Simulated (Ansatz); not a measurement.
Bi:

```
CELL_PARAMETERS angstrom
-1.98143 1.98143 1.98143
1.98143 -1.98143 1.98143
1.98143 1.98143 -1.98143
ATOMIC_POSITIONS crystal
Bi 0.00000 0.00000 0.00000
```

This isn't the form of Bi at room conditions, which is rhombohedral.

Below is the output of Ansatz 0.2.0 for this cell. Logs are shortened: lines on timing, memory, paths and dates and some standing lists are left out, and cuts for length are marked.

```text
Warning: RAYON_NUM_THREADS=1 ignored (pool sized by the plan → 1); use --threads N
LAPW: plane waves up to 6.472 Å⁻¹, error target 1.0e-3 eV per atom; Dirac's equation on spinors; Bi in spheres of 1.716 Å, 37 of its electrons in bands (how accurate: hamiltonian.pseudopotentials.lapw.basis_error, Limitations)
Engine: ansatz 0.2.0, aarch64-unknown-linux-gnu
Pseudopotentials: kind: all_electron
Pseudopotential: Bi, LAPW, valence charge 37, lapw/all_electron/dirac/gaussian/Bi, Dirac's equation, gaussian nucleus
Functional definition: PBEsol
  exchange = pbesol_x
  correlation = pbesol_c
non-collinear run that drives no moment, with spin-orbit: no starting moment large enough to seed its density (crystal.atoms[].spin), no starting occupations that ask for one, no magnetisation constraint and no magnetic field, so the semilocal B_xc is pinned to zero
Crystal: 1 atoms, lattice volume = 31.117 Å³
Basis set: ecut = 159.57227959850763 eV, 141 PW (Γ), exchange–correlation at level 2
Bands: 46, of which v1, the nominal top of the filled ones, is band 37 counted from 1 (36 counted from 0)
Symmetry: 48 space group operations + 48 with time reversal
Magnetic group: BNS 229.141 (UNI 1643), of the structure as read, at distance tolerance 3.1e-5 Å
k-points: 20 of 343
Non-local potential: Bi, projectors of the file, none
Initial density: superposition of atomic densities (chi_scale 0.1, normalization cell)
[... 17 lines left out ...]
Harris-Foulkes:  -586931.762135 eV  (|F-HF|=1.08e-8)
Internal energy: -586931.756901 eV  (E = F + TS)
E sigma→0 (E₀):  -586931.759518 eV
Entropy (-TS):   -0.005234 eV (-5.234 meV/atom)
Fermi energy:    15.831029 eV
--- Per-component energies (eV) ---
  E_band       = -2603.946570
  E_kinetic    = 685479.688459
  E_xc         = -10690.980394
  E_electrostatic = -1261720.464966  (all electrons and nuclei)
  E_smearing   = -0.005234  (= −TS)
  E_closure    = 0.000000  (closes the sum)
  E_atoms      = -586927.244082  (free atoms, spherical and without spin; not in F)
  Σ components = -586931.762135   (vs F -586931.762135, Δ=0.00e0)
  Basis errors (estimates in eV, not in F): energy 2.4e-4 per atom: plane waves 2.4e-4 (1.2e-4 summed), levels above the bands 1.1e-91, relativity 1.8e-7, radial functions 3.3e-6, core shells 8.6e-10; eigenvalues (radial functions only) 2.5e-5; not estimated: angular momenta, meshes, grids; target (lapw.basis_error) 1.0e-3; muffin-tin radii Bi 1.716 Å
--- Forces (eV/Å), atoms counted from 1 ---
  atom   1  Bi    -0.00000000    -0.00000000    -0.00000000
  max |Σ_I F_I| component: 3.62e-25 eV/Å
--- Stress (GPa, compression-positive) ---
       -0.323750       0.000000       0.000000
        0.000000      -0.323750      -0.000000
        0.000000      -0.000000      -0.323750
  P = ⅓ Tr σ = -0.3237 GPa (-3.237 kbar)
--- Band table (eV; the first three rows and the last of 20) ---
  k-point 0: bands = ["-137.0203", "-137.0203", "-135.0175", "-135.0175", "-135.0175", "-135.0175", "-135.0173", "-135.0173", "-129.5264", "-129.5264", "-129.5262", "-129.5262", "-129.5262", "-129.5262", "-129.5260", "-129.5260", "-93.7657", "-93.7657", "-69.0417", "-69.0417", "-69.0417", "-69.0417", "-8.7399", "-8.7399", "-8.7399", "-8.7399", "-5.8156", "-5.8156", "-5.7232", "-5.7232", "-5.7232", "-5.7232", "2.2750", "2.2750", "18.0970", "18.0970", "21.9564", "21.9564", "21.9564", "21.9564", "24.9145", "24.9145", "26.1594", "26.1594", "26.1629", "26.1629"]
  k-point 1: bands = ["-137.0203", "-137.0203", "-135.0175", "-135.0175", "-135.0175", "-135.0175", "-135.0173", "-135.0173", "-129.5264", "-129.5264", "-129.5262", "-129.5262", "-129.5262", "-129.5262", "-129.5260", "-129.5260", "-93.7657", "-93.7657", "-69.0420", "-69.0420", "-69.0417", "-69.0417", "-8.7379", "-8.7379", "-8.7294", "-8.7294", "-5.7995", "-5.7995", "-5.7304", "-5.7304", "-5.7094", "-5.7094", "2.6457", "2.6457", "16.8452", "16.8452", "19.6897", "19.6897", "21.2292", "21.2292", "24.0495", "24.0495", "24.9710", "24.9710", "25.8669", "25.8669"]
  k-point 2: bands = ["-137.0203", "-137.0203", "-135.0175", "-135.0175", "-135.0175", "-135.0175", "-135.0173", "-135.0173", "-129.5264", "-129.5264", "-129.5262", "-129.5262", "-129.5262", "-129.5262", "-129.5260", "-129.5260", "-93.7658", "-93.7658", "-69.0429", "-69.0429", "-69.0419", "-69.0419", "-8.7338", "-8.7338", "-8.7070", "-8.7070", "-5.7784", "-5.7784", "-5.7360", "-5.7360", "-5.6726", "-5.6726", "3.7059", "3.7059", "13.6705", "13.6705", "17.8488", "17.8488", "20.1354", "20.1354", "22.5047", "22.5047", "23.9030", "23.9030", "26.4298", "26.4298"]
  k-point 19: bands = ["-137.0203", "-137.0203", "-135.0175", "-135.0175", "-135.0175", "-135.0175", "-135.0173", "-135.0173", "-129.5264", "-129.5264", "-129.5262", "-129.5262", "-129.5262", "-129.5262", "-129.5260", "-129.5260", "-93.7661", "-93.7661", "-69.0439", "-69.0439", "-69.0439", "-69.0439", "-8.6921", "-8.6921", "-8.6904", "-8.6904", "-5.7331", "-5.7331", "-5.7291", "-5.7291", "-5.6040", "-5.6040", "7.1562", "7.1562", "12.4924", "12.4924", "14.3788", "14.3788", "14.7401", "14.7401", "19.3888", "19.3888", "20.3663", "20.3663", "30.6230", "30.6230"]
```

Problem. What input gives this log?

Solution. Band structure with PBEsol, spin-orbit coupling, no magnetisation. The files as run (others can give the same):

input.yaml
```yaml
crystal:
  lattice:
    - [-1.9814305318, 1.9814305318, 1.9814305318]
    - [1.9814305318, -1.9814305318, 1.9814305318]
    - [1.9814305318, 1.9814305318, -1.9814305318]
  atoms:
    - { symbol: Bi, position: [0.0, 0.0, 0.0] }
kpoints:
  mp_grid: { grid: [7, 7, 7] }
  band_path:
    path:
      - [0.0, 0.0, 0.0]
      - [0.5, -0.5, 0.5]
      - [0.0, 0.0, 0.5]
      - [0.0, 0.0, 0.0]
      - [0.25, 0.25, 0.25]
      - [0.5, -0.5, 0.5]
    npoints: 8
scf:
  occupations: { method: fermi_dirac, width: 0.05 }
hamiltonian:
  xc: pbesol
  pseudopotentials: { kind: all_electron, lapw: { basis_error: 0.001 } }
magnetization:
  noncollinear: true
  spin_orbit: true
output:
  forces: true
  stress: true
  eigenvalues: true
```

Potentials or basis: all-electron LAPW, relativistic spinors.
The run is started by
```bash
$ ansatz run input.yaml --threads 1 --pin off --max-ram 3072MiB --backend cpu --events-out ev --progress --plain --runs-dir out
```

Caveat: the k mesh is thin for a metal, which can move the energy by tens of meV per atom.
